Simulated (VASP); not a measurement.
# Cr (P6_3/mmc) in VASP: a series of runs, part 2 of 2

VASP 6.6.1.

### 3 Single point, PBEsol, collinear spin, ferromagnetic start

INCAR reads:

```
SYSTEM = Cr
ADDGRID = .FALSE.
ALGO = Normal
EDIFF = 1E-6
ENCUT = 400
GGA = PS
ISIF = 2
ISMEAR = 1
ISPIN = 2
LASPH = .TRUE.
LCHARG = .FALSE.
LMAXMIX = 4
LORBIT = 11
LREAL = .FALSE.
LWAVE = .FALSE.
MAGMOM = 3 3
NELM = 100
PREC = Normal
SIGMA = 0.1
```

KPOINTS reads:

```
k-points
0
G
  15 15 8
  0 0 0
```

POSCAR reads:

```
Cr
1.0
    2.7140000000      0.0000000000      0.0000000000
   -1.3570000000      2.3503929459      0.0000000000
    0.0000000000      0.0000000000      4.4100000000
Cr
2
Direct
    0.6666666667      0.3333333333      0.7500000000
    0.3333333333      0.6666666667      0.2500000000
```

Potentials or basis: VASP PAW PBE potentials, release 64 (Cr_pv).

Command:

```bash
$ cat potpaw_PBE.64/Cr_pv/POTCAR > POTCAR
$ mpirun -np 1 vasp_std > vasp.out
```

OUTCAR:

```text
SYSTEM = Cr
   EDIFF = 1E-6
   ENCUT = 400
   GGA = PS
   ISIF = 2
   ISMEAR = 1
   ISPIN = 2
   LASPH = .TRUE.
   LORBIT = 11
   LREAL = .FALSE.
   NELM = 100
   PREC = Normal

 Found    135 irreducible k-points:

 Following reciprocal coordinates:
            Coordinates               Weight
  0.000000  0.000000  0.000000      1.000000
  0.066667 -0.000000  0.000000      6.000000
  0.133333  0.000000  0.000000      6.000000
  0.200000 -0.000000  0.000000      6.000000
  0.266667  0.000000  0.000000      6.000000
  0.333333  0.000000  0.000000      6.000000
   k-points           NKPTS =    135   k-points in BZ     NKDIM =    135   number of bands    NBANDS=     19
   number of dos      NEDOS =    301   number of ions     NIONS =      2
   total plane-waves  NPLWV =   4704
   dimension x,y,z NGX =    14 NGY =   14 NGZ =   24
   dimension x,y,z NGXF=    28 NGYF=   28 NGZF=   48
   ions per type =               2
   NGX,Y,Z   is equivalent  to a cutoff of   8.58,  8.58,  9.05 a.u.
   NGXF,Y,Z  is equivalent  to a cutoff of  17.15, 17.15, 18.09 a.u.
 SYSTEM =  Cr
   PREC   = normal    normal or accurate (medium, high low for compatibility)
   ISTART =      0    job   : 0-new  1-cont  2-samecut
   ICHARG =      2    charge: 1-file 2-atom 10-const
   ISPIN  =      2    spin polarized calculation?
   LNONCOLLINEAR =      F non collinear calculations
   LSORBIT =      F    spin-orbit coupling
   LASPH  =      T    aspherical Exc in radial PAW
   ENCUT  =  400.0 eV  29.40 Ry    5.42 a.u.   4.43  4.43  7.19*2*pi/ulx,y,z
   NELM   =    100;   NELMIN=  2; NELMDL= -5     # of ELM steps
   EDIFF  = 0.1E-05   stopping-criterion for ELM
   LREAL  =      F    real-space projection
   EDIFFG = 0.1E-04   stopping-criterion for IOM
   NSW    =      0    number of steps for IOM
   IBRION =     -1    ionic relax: 0-MD 1-quasi-New 2-CG
   NFREE  =      0    steps in history (QN), initial steepest desc. (CG)
   ISIF   =      2    stress and relaxation
   ISYM   =      2    0-nonsym 1-usesym 2-fastsym
   POTIM  = 0.5000    time-step for ionic-motion
   TEBEG  =    0.0;   TEEND  =   0.0 temperature during run
   PSTRESS=    0.0 pullay stress
   NELECT =      24.0000    total number of electrons
   NUPDOWN=      -1.0000    fix difference up-down
   EMIN   =  10.00;   EMAX   =-10.00  energy-range for DOS
   EFERMI =   0.00;   METHOD = LEGACY
   ISMEAR =     1;   SIGMA  =   0.10  broadening in eV -4-tet -1-fermi 0-gaus
   EFERMI_NEDOS =   21; number of points for ismear=-14 and -15
   IALGO  =     38    algorithm
   IMIX   =      4    mixing-type and parameters
     AMIX     =   0.40;   BMIX     =  1.00
     AMIX_MAG =   1.60;   BMIX_MAG =  1.00
  volume/ion in A,a.u.               =      14.07        94.92
  Fermi-wavevector in a.u.,A,eV,Ry     =   1.552681  2.934142 32.801180  2.410819
  Thomas-Fermi vector in A             =   2.657021
   LORBIT       =     11    0 simple, 1 ext, 2 COOP (PROOUT), +10 PAW based schemes
   GGA     = PS    functional components
   LHFCALC =     F    Hartree Fock is set to
   AEXX    =    0.0000 exact exchange contribution
   IVDW    =     0    specifies the selected vdW correction
   LEPSILON=     F    determine dielectric tensor
   LRPA    =     F    only Hartree local field effects (RPA)
 spin polarized calculation
 Methfessel and Paxton  Order N= 1 SIGMA  =   0.10
  energy-cutoff  :      400.00
  volume of cell :       28.13
 maximum number of plane-waves:       537
   NGX =  9   NGY =  9   NGZ = 15

 number of electron      23.9999961 magnetization       1.8171864

 Free energy of the ion-electron system (eV)
  ---------------------------------------------------
  ext. energy  EPLUGINS =         0.00000000
  ---------------------------------------------------
  free energy    TOTEN  =       -18.90031422 eV

  energy without entropy =      -18.90079592  energy(sigma->0) =      -18.90047479

 E-fermi :   8.1375     XC(G=0): -12.6928

 val. band max:        8.1344298781   @ k =   0.2667   0.2667   0.0000
 cond. band min:       8.1416867110   @ k =   0.4000   0.0667   0.2500
 fundamental gap:      0.0072568329
 Fermi energy:         8.1374954382

 spin component 1

 k-point     1 :       0.0000    0.0000    0.0000
  band No.  band energies     occupation
      1     -35.1758      1.00000
      2     -34.8336      1.00000
      3     -34.8336      1.00000
      4     -34.7664      1.00000
      5     -34.7664      1.00000
      6     -34.6856      1.00000
[... 11 lines left out ...]
     18       9.5175     -0.00000
     19      14.9596      0.00000

 k-point     2 :       0.0667   -0.0000    0.0000
  band No.  band energies     occupation
      1     -35.1686      1.00000
      2     -34.8488      1.00000
      3     -34.8384      1.00000
      4     -34.7826      1.00000
      5     -34.7689      1.00000
      6     -34.6883      1.00000
[... 11 lines left out ...]
     18      10.1508      0.00000
     19      14.9600      0.00000

 k-point     3 :       0.1333    0.0000    0.0000
  band No.  band energies     occupation
      1     -35.1481      1.00000
      2     -34.8924      1.00000
      3     -34.8521      1.00000
      4     -34.8280      1.00000
      5     -34.7760      1.00000
      6     -34.6963      1.00000
[... 11 lines left out ...]
     18      11.2014      0.00000
     19      14.9613      0.00000

 k-point     4 :       0.2000   -0.0000    0.0000
  band No.  band energies     occupation
      1     -35.1162      1.00000
      2     -34.9582      1.00000
      3     -34.8930      1.00000
      4     -34.8721      1.00000
      5     -34.7870      1.00000
      6     -34.7096      1.00000
[... 11 lines left out ...]
     18      12.3743      0.00000
     19      14.9641      0.00000

 k-point     5 :       0.2667    0.0000    0.0000
  band No.  band energies     occupation
      1     -35.0760      1.00000
      2     -35.0337      1.00000
      3     -34.9667      1.00000
      4     -34.8938      1.00000
      5     -34.8000      1.00000
      6     -34.7286      1.00000
[... 11 lines left out ...]
     18      13.6265      0.00000
     19      14.9732      0.00000

 k-point     6 :       0.3333    0.0000    0.0000
  band No.  band energies     occupation
      1     -35.1068      1.00000
      2     -35.0357      1.00000
      3     -35.0322      1.00000
      4     -34.9147      1.00000
      5     -34.8128      1.00000
      6     -34.7526      1.00000
[... 11 lines left out ...]
     18      14.9271      0.00000
     19      14.9905      0.00000

 [... further k-points ...]

 spin component 2

 k-point     1 :       0.0000    0.0000    0.0000
  band No.  band energies     occupation
      1     -34.4037      1.00000
      2     -33.9709      1.00000
      3     -33.9709      1.00000
      4     -33.9034      1.00000
      5     -33.9026      1.00000
      6     -33.9025      1.00000
[... 11 lines left out ...]
     18      10.3678      0.00000
     19      15.9460      0.00000

 k-point     2 :       0.0667   -0.0000    0.0000
  band No.  band energies     occupation
      1     -34.3965      1.00000
      2     -33.9864      1.00000
      3     -33.9759      1.00000
      4     -33.9192      1.00000
      5     -33.9061      1.00000
      6     -33.9050      1.00000
[... 11 lines left out ...]
     18      10.8745      0.00000
     19      15.9457      0.00000

 k-point     3 :       0.1333    0.0000    0.0000
  band No.  band energies     occupation
      1     -34.3754      1.00000
      2     -34.0311      1.00000
      3     -33.9898      1.00000
      4     -33.9656      1.00000
      5     -33.9142      1.00000
      6     -33.9123      1.00000
[... 11 lines left out ...]
     18      11.8494      0.00000
     19      15.9501      0.00000

 k-point     4 :       0.2000   -0.0000    0.0000
  band No.  band energies     occupation
      1     -34.3429      1.00000
      2     -34.0985      1.00000
      3     -34.0321      1.00000
      4     -34.0103      1.00000
      5     -33.9278      1.00000
      6     -33.9235      1.00000
[... 11 lines left out ...]
     18      12.9806      0.00000
     19      15.9719      0.00000

 k-point     5 :       0.2667    0.0000    0.0000
  band No.  band energies     occupation
      1     -34.3017      1.00000
      2     -34.1760      1.00000
      3     -34.1075      1.00000
      4     -34.0325      1.00000
      5     -33.9471      1.00000
      6     -33.9367      1.00000
[... 11 lines left out ...]
     18      14.2010      0.00000
     19      16.0119      0.00000

 k-point     6 :       0.3333    0.0000    0.0000
  band No.  band energies     occupation
      1     -34.2569      1.00000
      2     -34.2509      1.00000
      3     -34.1780      1.00000
      4     -34.0537      1.00000
      5     -33.9716      1.00000
      6     -33.9497      1.00000
[... 11 lines left out ...]
     18      15.4722      0.00000
     19      15.9056      0.00000

 [... further k-points ...]

------------------------ aborting loop because EDIFF is reached ----------------------------------------

  FORCE on cell =-STRESS in cart. coord.  units (eV):
  Direction    XX          YY          ZZ          XY          YZ          ZX
  --------------------------------------------------------------------------------------
  -------------------------------------------------------------------------------------
  Total       -6.0505092     -6.0505092     -5.3064268     -0.0000000      0.0000000      0.0000000
  in kB     -344.5986752   -344.5986752   -302.2204530     -0.0000000      0.0000000      0.0000000
  external PRESSURE =    -330.4726011 kB  Pullay stress =       0.0000000 kB

 VOLUME and BASIS-vectors are now :
 -----------------------------------------------------------------------------
  energy-cutoff  :      400.00
  volume of cell :       28.13
      direct lattice vectors                 reciprocal lattice vectors
     2.714000000  0.000000000  0.000000000     0.368459838  0.212730387  0.000000000
    -1.357000000  2.350392946  0.000000000     0.000000000  0.425460773  0.000000000
     0.000000000  0.000000000  4.410000000     0.000000000  0.000000000  0.226757370

 POSITION                                       TOTAL-FORCE (eV/Angst)
 -----------------------------------------------------------------------------------
      1.35700      0.78346      3.30750         0.000000     -0.000000      0.000000
     -0.00000      1.56693      1.10250        -0.000000      0.000000      0.000000
 -----------------------------------------------------------------------------------
    total drift:                               -0.000000      0.000000     -0.000000

  FREE ENERGIE OF THE ION-ELECTRON SYSTEM (eV)
  ---------------------------------------------------
  free  energy   TOTEN  =       -18.9003142229 eV

  energy  without entropy=      -18.9007959242  energy(sigma->0) =      -18.90047479

 total charge

# of ion       s       p       d       tot
------------------------------------------
    1        0.376   6.283   4.054  10.712
    2        0.376   6.283   4.054  10.712
--------------------------------------------------
tot          0.751  12.566   8.107  21.424

 magnetization (x)

# of ion       s       p       d       tot
------------------------------------------
    1        0.001   0.024   0.815   0.840
    2        0.001   0.024   0.815   0.840
--------------------------------------------------
tot          0.002   0.048   1.630   1.680
```

OSZICAR:

```text
N       E                     dE             d eps       ncg     rms          rms(c)
DAV:   1     0.211569394240E+03    0.21157E+03   -0.12528E+04 10340   0.126E+03
DAV:   2    -0.142471820379E+02   -0.22582E+03   -0.22090E+03 10447   0.394E+02
DAV:   3    -0.212224187076E+02   -0.69752E+01   -0.68368E+01 10829   0.829E+01
DAV:   4    -0.213184648023E+02   -0.96046E-01   -0.95988E-01 13084   0.890E+00
DAV:   5    -0.213203662559E+02   -0.19015E-02   -0.19001E-02 11645   0.120E+00    0.193E+01
DAV:   6    -0.186924552624E+02    0.26279E+01   -0.17169E+01 10590   0.448E+01    0.543E+00
DAV:   7    -0.188918664188E+02   -0.19941E+00   -0.68742E-01 11163   0.756E+00    0.283E+00
DAV:   8    -0.189027560198E+02   -0.10890E-01   -0.27471E-02 12583   0.126E+00    0.105E+00
DAV:   9    -0.188991679876E+02    0.35880E-02   -0.99503E-03 11861   0.794E-01    0.349E-01
DAV:  10    -0.189001321468E+02   -0.96416E-03   -0.34792E-03 11178   0.386E-01    0.158E-01
DAV:  11    -0.189002818371E+02   -0.14969E-03   -0.22823E-04 13488   0.139E-01    0.683E-02
DAV:  12    -0.189003144749E+02   -0.32638E-04   -0.27167E-05 11794   0.496E-02    0.274E-02
DAV:  13    -0.189003142229E+02    0.25198E-06   -0.83243E-06 11941   0.286E-02
   1 F= -.18900314E+02 E0= -.18900475E+02  d E =0.481701E-03  mag=     1.8161
```

stdout:

```text
POSCAR found type information on POSCAR Cr
 POSCAR found :  1 types and       2 ions
 scaLAPACK will be used
 -----------------------------------------------------------------------------
|                                                                             |
|                                                                             |
|     You enforced a specific xc type in the INCAR file but a different       |
|     I HOPE YOU KNOW WHAT YOU ARE DOING!                                     |
|                                                                             |
 -----------------------------------------------------------------------------

 LDA part: xc-table for (Slater+PW92), standard interpolation
 POSCAR, INCAR and KPOINTS ok, starting setup
 FFT: planning ... GRIDC
 FFT: planning ... GRID_SOFT
 FFT: planning ... GRID
 WAVECAR not read
 entering main loop
```

It took 31 s on 1 thread of Intel Xeon Platinum 8488C (Sapphire Rapids), shared host; peak memory 0.17 GiB.

The run converged, but some of its settings lie outside the range that counts as converged, so its numbers aren't taken as properties of the crystal.

What came out:

```
Free energy                                           : -18.9003 eV
Pressure                                              : -33.0 GPa
Band gap on the k mesh                                : none (metal or under the smearing width)
Net moment                                            : 1.82 μB per cell
Site moments                                          : Cr +0.84 μB
Valence electrons inside the program's atomic spheres : Cr 10.71
```

Caveat: a pressure of tens of GPa on the cell as given is suspect, and the run, the potentials or the cell itself is likely at fault; the PAW data sets were made with another functional, which shifts forces and pressure a little.

### 4 Single point, PBEsol, collinear spin, ferromagnetic start

Edit INCAR of step 3 so:

```diff
@@ -13,3 +13,3 @@
 LORBIT = 11
-LREAL = .FALSE.
+LREAL = Auto
 LWAVE = .FALSE.
@@ -17,3 +17,3 @@
 NELM = 100
-PREC = Normal
+PREC = Accurate
 SIGMA = 0.1
```

KPOINTS is that of step 3.

POSCAR is that of step 3.

Command:

```bash
$ cat potpaw_PBE.64/Cr_pv/POTCAR > POTCAR
$ mpirun -np 1 vasp_std > vasp.out
```

Run time: 1.8 min. Hardware: 1 thread of Intel Xeon Platinum 8488C (Sapphire Rapids), shared host; peak memory 0.18 GiB.

These settings aren't checked as converged: the numbers below hold their error.

What came out:

- Free energy: -18.9010 eV
- Pressure: -33.0 GPa
- Band gap on the k mesh: none (metal or under the smearing width)
- Net moment: 1.82 μB per cell
- Site moments: Cr +0.84 μB
- Valence electrons inside the program's atomic spheres: Cr 10.71

Caveat: a pressure of tens of GPa on the cell as given is suspect, and the run, the potentials or the cell itself is likely at fault; the PAW data sets were made with another functional, which shifts forces and pressure a little.

### 5 Single point, PBEsol, collinear spin, ferromagnetic start

Edit INCAR of step 4 so:

```diff
@@ -3,3 +3,3 @@
 ALGO = Normal
-EDIFF = 1E-6
+EDIFF = 0.01
 ENCUT = 400
@@ -13,3 +13,3 @@
 LORBIT = 11
-LREAL = Auto
+LREAL = .FALSE.
 LWAVE = .FALSE.
```

KPOINTS is that of step 4.

POSCAR is that of step 4.

Command:

```bash
$ cat potpaw_PBE.64/Cr_pv/POTCAR > POTCAR
$ mpirun -np 1 vasp_std > vasp.out
```

It took 40 s on 1 thread of Intel Xeon Platinum 8488C (Sapphire Rapids), shared host; peak memory 0.18 GiB.

The run converged, but some of its settings lie outside the range that counts as converged, so its numbers aren't taken as properties of the crystal.

What came out:

```
Free energy                                           : -18.8992 eV
Pressure                                              : -28.4 GPa
Band gap on the k mesh                                : none (metal or under the smearing width)
Net moment                                            : 1.98 μB per cell
Site moments                                          : Cr +0.91 μB
Valence electrons inside the program's atomic spheres : Cr 10.71
```

Caveat: a pressure of tens of GPa on the cell as given is suspect, and the run, the potentials or the cell itself is likely at fault; the PAW data sets were made with another functional, which shifts forces and pressure a little.
